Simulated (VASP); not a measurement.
Level of theory: r2SCAN meta-GGA, VASP's PBE PAW potentials (set 64) (plane waves; VASP).

VASP input:

File POSCAR:
```
LiI
1
   -0.0000000000     2.9976166502     2.9976166502
    2.9976166502    -0.0000000000     2.9976166502
    2.9976166502     2.9976166502    -0.0000000000
Li I
1 1
Direct
  1.0000000000   0.0000000000   0.0000000000
  0.5000000000   0.5000000000   0.5000000000
```

KPOINTS:
```
Automatic mesh
0
Gamma
7 7 7
0 0 0
```

**INCAR**
```
# general
SYSTEM   =  LiI
PREC     =  Accurate
ENCUT    =  650   # plane-wave cut-off (eV)
LREAL    =  F
LASPH    =  T

# electronic loop
EDIFF    =  1E-7   # SCF stop (eV)
NELM     =  100
ALGO     =  Normal
LMAXMIX  =  4   # l cut-off of mixed one-centre charges
LMIXTAU  =  T

# smearing
ISMEAR   =  0   # Gaussian
SIGMA    =  0.05

# functional
METAGGA  =  R2SCAN

# ions
IBRION   =  6   # finite differences
NSW      =  1   # most ionic steps
ISIF     =  3
POTIM    =  0.015   # step
NFREE    =  2

# output
LWAVE    =  F
LCHARG   =  F
```

POTCAR, in this order: Li_sv I (PBE.64 set). Program: vasp_std.

The run wrote:

OSZICAR:
```
...
DAV:   7    -0.296976921535E+02   -0.61952E-03   -0.19663E-04  1851   0.213E-01    0.839E-03
DAV:   8    -0.296976885057E+02    0.36478E-05   -0.28932E-06  2828   0.219E-02    0.562E-03
DAV:   9    -0.296976991747E+02   -0.10669E-04   -0.36902E-06  1883   0.308E-02    0.396E-03
DAV:  10    -0.296977046612E+02   -0.54865E-05   -0.42318E-06  1880   0.314E-02    0.907E-04
DAV:  11    -0.296977107392E+02   -0.60780E-05   -0.12432E-06  1868   0.180E-02    0.155E-03
DAV:  12    -0.296977085160E+02    0.22231E-05   -0.59652E-08  1964   0.399E-03    0.555E-04
DAV:  13    -0.296977089795E+02   -0.46349E-06   -0.19920E-08  1083   0.259E-03    0.100E-04
DAV:  14    -0.296977085707E+02    0.40881E-06   -0.32678E-09  1026   0.866E-04    0.270E-05
DAV:  15    -0.296977088576E+02   -0.28690E-06   -0.40338E-10  1020   0.337E-04    0.159E-05
DAV:  16    -0.296977088245E+02    0.33164E-07   -0.19606E-10  1017   0.219E-04
  12 F= -.29697709E+02 E0= -.29697709E+02  d E =-.110487E-26
       N       E                     dE             d eps       ncg     rms          rms(c)
DAV:   1    -0.297043605642E+02   -0.66517E-02   -0.47316E-01  1868   0.533E+00    0.567E-01
DAV:   2    -0.296990547208E+02    0.53058E-02   -0.70464E-03  2243   0.862E-01    0.345E-01
DAV:   3    -0.296971773190E+02    0.18774E-02   -0.10493E-02  2027   0.856E-01    0.547E-02
DAV:   4    -0.296974997300E+02   -0.32241E-03   -0.13551E-03  1959   0.439E-01    0.468E-02
DAV:   5    -0.296958300678E+02    0.16697E-02   -0.12682E-03  1865   0.572E-01    0.254E-02
DAV:   6    -0.296972305249E+02   -0.14005E-02   -0.16415E-03  1860   0.622E-01    0.120E-02
DAV:   7    -0.296977062772E+02   -0.47575E-03   -0.15658E-04  1868   0.182E-01    0.199E-02
DAV:   8    -0.296976950215E+02    0.11256E-04   -0.29524E-06  2553   0.233E-02    0.146E-02
DAV:   9    -0.296977125251E+02   -0.17504E-04   -0.16961E-06  1917   0.211E-02    0.870E-03
DAV:  10    -0.296977226341E+02   -0.10109E-04   -0.71904E-06  1877   0.408E-02    0.569E-03
DAV:  11    -0.296977220011E+02    0.63299E-06   -0.69646E-07  1970   0.129E-02    0.468E-03
DAV:  12    -0.296977223522E+02   -0.35115E-06   -0.14837E-07  1922   0.725E-03    0.259E-03
DAV:  13    -0.296977215242E+02    0.82801E-06   -0.52031E-08  1897   0.364E-03    0.157E-04
DAV:  14    -0.296977216141E+02   -0.89909E-07   -0.86621E-09  1025   0.181E-03
  13 F= -.29697722E+02 E0= -.29697722E+02  d E =-.705076E-11
       N       E                     dE             d eps       ncg     rms          rms(c)
DAV:   1    -0.296997451788E+02   -0.20237E-02   -0.13712E+00   722   0.141E+01    0.279E-01
DAV:   2    -0.296982827028E+02    0.14625E-02   -0.70681E-03   885   0.866E-01    0.172E-01
DAV:   3    -0.296935918434E+02    0.46909E-02   -0.65145E-03   738   0.106E+00    0.248E-02
DAV:   4    -0.296977263573E+02   -0.41345E-02   -0.51727E-03   724   0.103E+00    0.153E-02
DAV:   5    -0.296985261238E+02   -0.79977E-03   -0.62443E-04   830   0.343E-01    0.100E-02
DAV:   6    -0.296985827535E+02   -0.56630E-04   -0.56563E-05   849   0.114E-01    0.239E-03
DAV:   7    -0.296986152475E+02   -0.32494E-04   -0.94407E-05   761   0.148E-01    0.963E-04
DAV:   8    -0.296986338729E+02   -0.18625E-04   -0.20769E-05   759   0.727E-02    0.558E-04
DAV:   9    -0.296986355046E+02   -0.16318E-05   -0.18597E-06   837   0.260E-02    0.353E-04
DAV:  10    -0.296986394201E+02   -0.39155E-05   -0.20835E-07   937   0.800E-03    0.142E-04
DAV:  11    -0.296986379594E+02    0.14607E-05   -0.50308E-08   788   0.368E-03    0.112E-04
DAV:  12    -0.296986388574E+02   -0.89793E-06   -0.46540E-08   752   0.364E-03    0.756E-05
DAV:  13    -0.296986383222E+02    0.53513E-06   -0.20454E-08   435   0.265E-03    0.480E-05
DAV:  14    -0.296986380123E+02    0.30996E-06   -0.13926E-08   428   0.187E-03    0.304E-05
DAV:  15    -0.296986382877E+02   -0.27539E-06   -0.28616E-09   434   0.887E-04    0.105E-05
DAV:  16    -0.296986382679E+02    0.19767E-07   -0.58886E-10   432   0.428E-04
  14 F= -.29698638E+02 E0= -.29698638E+02  d E =-.103150E-10
       N       E                     dE             d eps       ncg     rms          rms(c)
DAV:   1    -0.296978804079E+02    0.75788E-03   -0.36966E+00   738   0.232E+01    0.173E-01
DAV:   2    -0.296961392857E+02    0.17411E-02   -0.76052E-03   790   0.985E-01    0.986E-02
DAV:   3    -0.296912363999E+02    0.49029E-02   -0.83118E-03   722   0.134E+00    0.257E-02
DAV:   4    -0.296980635640E+02   -0.68272E-02   -0.62936E-03   721   0.113E+00    0.109E-02
DAV:   5    -0.296986109460E+02   -0.54738E-03   -0.21284E-04   806   0.186E-01    0.411E-03
DAV:   6    -0.296986362248E+02   -0.25279E-04   -0.34069E-05   787   0.893E-02    0.288E-03
DAV:   7    -0.296986222619E+02    0.13963E-04   -0.21876E-05   757   0.747E-02    0.126E-03
DAV:   8    -0.296986334090E+02   -0.11147E-04   -0.18041E-05   760   0.707E-02    0.596E-04
DAV:   9    -0.296986383784E+02   -0.49694E-05   -0.24889E-06   847   0.307E-02    0.713E-04
DAV:  10    -0.296986387743E+02   -0.39591E-06   -0.32513E-07   848   0.113E-02    0.401E-04
DAV:  11    -0.296986383469E+02    0.42743E-06   -0.60911E-07   766   0.135E-02    0.139E-04
DAV:  12    -0.296986384593E+02   -0.11244E-06   -0.12925E-07   775   0.622E-03    0.110E-04
DAV:  13    -0.296986383665E+02    0.92837E-07   -0.14931E-08   476   0.229E-03
  15 F= -.29698638E+02 E0= -.29698638E+02  d E =-.103184E-10
       N       E                     dE             d eps       ncg     rms          rms(c)
DAV:   1    -0.296969192270E+02    0.17192E-02   -0.13560E+00   732   0.141E+01    0.957E-02
DAV:   2    -0.296977391836E+02   -0.81996E-03   -0.10210E-02   763   0.104E+00    0.519E-02
DAV:   3    -0.296981751951E+02   -0.43601E-03   -0.61957E-04   776   0.363E-01    0.304E-02
DAV:   4    -0.296976844329E+02    0.49076E-03   -0.60218E-04   725   0.354E-01    0.603E-03
DAV:   5    -0.296982667317E+02   -0.58230E-03   -0.31254E-04   722   0.249E-01    0.539E-03
DAV:   6    -0.296982670743E+02   -0.34266E-06   -0.49616E-06  1086   0.341E-02    0.697E-03
DAV:   7    -0.296982639205E+02    0.31538E-05   -0.43852E-07   795   0.981E-03    0.767E-03
DAV:   8    -0.296982715497E+02   -0.76292E-05   -0.38363E-06   762   0.356E-02    0.538E-03
DAV:   9    -0.296982762538E+02   -0.47042E-05   -0.38898E-06   757   0.351E-02    0.388E-03
DAV:  10    -0.296982759321E+02    0.32173E-06   -0.25895E-08  1083   0.261E-03    0.456E-03
DAV:  11    -0.296982764379E+02   -0.50582E-06   -0.15598E-08   455   0.255E-03    0.354E-03
DAV:  12    -0.296982775799E+02   -0.11420E-05   -0.29596E-07   758   0.938E-03    0.131E-03
DAV:  13    -0.296982777079E+02   -0.12802E-06   -0.55184E-09   428   0.128E-03    0.123E-03
DAV:  14    -0.296982778832E+02   -0.17527E-06   -0.29996E-09   424   0.891E-04    0.360E-04
DAV:  15    -0.296982781952E+02   -0.31200E-06   -0.70729E-09   420   0.169E-03    0.134E-04
DAV:  16    -0.296982782696E+02   -0.74441E-07   -0.84730E-10   419   0.436E-04
  16 F= -.29698278E+02 E0= -.29698278E+02  d E =-.108426E-10
       N       E                     dE             d eps       ncg     rms          rms(c)
DAV:   1    -0.296960057152E+02    0.22725E-02   -0.61697E-01   741   0.433E+00    0.123E-01
DAV:   2    -0.296982912134E+02   -0.22855E-02   -0.14761E-02   834   0.102E+00    0.430E-02
DAV:   3    -0.296981718192E+02    0.11939E-03   -0.48874E-04   897   0.199E-01    0.223E-02
DAV:   4    -0.296981801119E+02   -0.82927E-05   -0.51760E-04   728   0.259E-01    0.131E-02
DAV:   5    -0.296982659935E+02   -0.85882E-04   -0.18270E-04   727   0.149E-01    0.450E-03
DAV:   6    -0.296982757860E+02   -0.97925E-05   -0.95462E-06   919   0.325E-02    0.507E-03
DAV:   7    -0.296982771641E+02   -0.13780E-05   -0.26696E-06   742   0.194E-02    0.540E-03
DAV:   8    -0.296982763971E+02    0.76697E-06   -0.53231E-07   845   0.105E-02    0.680E-03
DAV:   9    -0.296982787910E+02   -0.23939E-05   -0.27864E-06   735   0.258E-02    0.404E-03
DAV:  10    -0.296982788355E+02   -0.44506E-07   -0.12363E-07   869   0.395E-03
  17 F= -.29698279E+02 E0= -.29698279E+02  d E =-.108057E-10
```

OUTCAR:
```
------------------------ aborting loop because EDIFF is reached ----------------------------------------
  FORCE on cell =-STRESS in cart. coord.  units (eV):
  Direction    XX          YY          ZZ          XY          YZ          ZX
  --------------------------------------------------------------------------------------
  Total        0.0215787      0.0203532      0.0203532      0.0000000     -0.0000000     -0.0000000
  in kB        0.6417665      0.6053212      0.6053212      0.0000000     -0.0000000     -0.0000000
  external PRESSURE =       0.6174697 kB  Pullay stress =       0.0000000 kB
  volume of cell :       53.87
      direct lattice vectors                 reciprocal lattice vectors
     0.000000000  2.997616650  2.997616650    -0.166799180  0.166799180  0.166799180
     2.997616650  0.000000000  2.997616650     0.166799180 -0.166799180  0.166799180
     2.997616650  2.997616650  0.000000000     0.166799180  0.166799180 -0.166799180
 POSITION                                       TOTAL-FORCE (eV/Angst)
 -----------------------------------------------------------------------------------
      0.00000      0.00000      0.00000        -0.006358      0.000000      0.000000
      2.98262      2.99762      2.99762         0.006358      0.000000      0.000000
 -----------------------------------------------------------------------------------
    total drift:                               -0.001489      0.000000      0.000000
  FREE ENERGIE OF THE ION-ELECTRON SYSTEM (eV)
  ---------------------------------------------------
  free  energy   TOTEN  =       -29.6982788355 eV

  energy  without entropy=      -29.6982788355  energy(sigma->0) =      -29.69827884

   1 f  =    1.003138 THz     6.302904 2PiTHz   33.461095 cm-1     4.148645 meV
             X         Y         Z           dx          dy          dz
      0.000000  0.000000  0.000000     0.000000   -0.069828    0.000000
      2.997617  2.997617  2.997617     0.000000   -0.997559    0.000000

   2 f  =    1.003138 THz     6.302904 2PiTHz   33.461095 cm-1     4.148645 meV
             X         Y         Z           dx          dy          dz
      0.000000  0.000000  0.000000    -0.069828    0.000000    0.000000
      2.997617  2.997617  2.997617    -0.997559    0.000000    0.000000

   3 f  =    1.003138 THz     6.302904 2PiTHz   33.461095 cm-1     4.148645 meV
             X         Y         Z           dx          dy          dz
      0.000000  0.000000  0.000000     0.000000    0.000000   -0.069828
      2.997617  2.997617  2.997617     0.000000    0.000000   -0.997559

   4 f/i=    6.178503 THz    38.820677 2PiTHz  206.092662 cm-1    25.552222 meV
             X         Y         Z           dx          dy          dz
      0.000000  0.000000  0.000000     0.000000    0.997559    0.000000
      2.997617  2.997617  2.997617     0.000000   -0.069828    0.000000

   5 f/i=    6.178503 THz    38.820677 2PiTHz  206.092662 cm-1    25.552222 meV
             X         Y         Z           dx          dy          dz
      0.000000  0.000000  0.000000     0.000000    0.000000   -0.997559
      2.997617  2.997617  2.997617     0.000000    0.000000    0.069828

   6 f/i=    6.178503 THz    38.820677 2PiTHz  206.092662 cm-1    25.552222 meV
             X         Y         Z           dx          dy          dz
      0.000000  0.000000  0.000000    -0.997559    0.000000    0.000000
      2.997617  2.997617  2.997617     0.069828    0.000000    0.000000

 ELASTIC MODULI CONTR FROM IONIC RELAXATION (kBar)
 Direction    XX          YY          ZZ          XY          YZ          ZX
 --------------------------------------------------------------------------------
 XX           0.0000      0.0000      0.0000      0.0000      0.0000      0.0000
 YY           0.0000      0.0000      0.0000      0.0000      0.0000      0.0000
 ZZ           0.0000      0.0000      0.0000      0.0000      0.0000      0.0000
 XY           0.0000      0.0000      0.0000      0.0000      0.0000      0.0000
 YZ           0.0000      0.0000      0.0000      0.0000      0.0000      0.0000
 ZX           0.0000      0.0000      0.0000      0.0000      0.0000      0.0000
 --------------------------------------------------------------------------------

 TOTAL ELASTIC MODULI (kBar)
 Direction    XX          YY          ZZ          XY          YZ          ZX
 --------------------------------------------------------------------------------
 XX         357.6179    126.9684    126.9684     -0.0000      0.0000     -0.0000
 YY         126.9684    357.6179    126.9684     -0.0000     -0.0000      0.0000
 ZZ         126.9684    126.9684    357.6179      0.0000      0.0000      0.0000
 XY          -0.0000     -0.0000      0.0000    155.6775      0.0000     -0.0000
 YZ           0.0000     -0.0000      0.0000      0.0000    155.6775      0.0000
 ZX          -0.0000      0.0000      0.0000     -0.0000      0.0000    155.6775
 --------------------------------------------------------------------------------
```
(Selected blocks of OUTCAR.)

The compound is LiI in the rock salt structure. It was relaxed first.
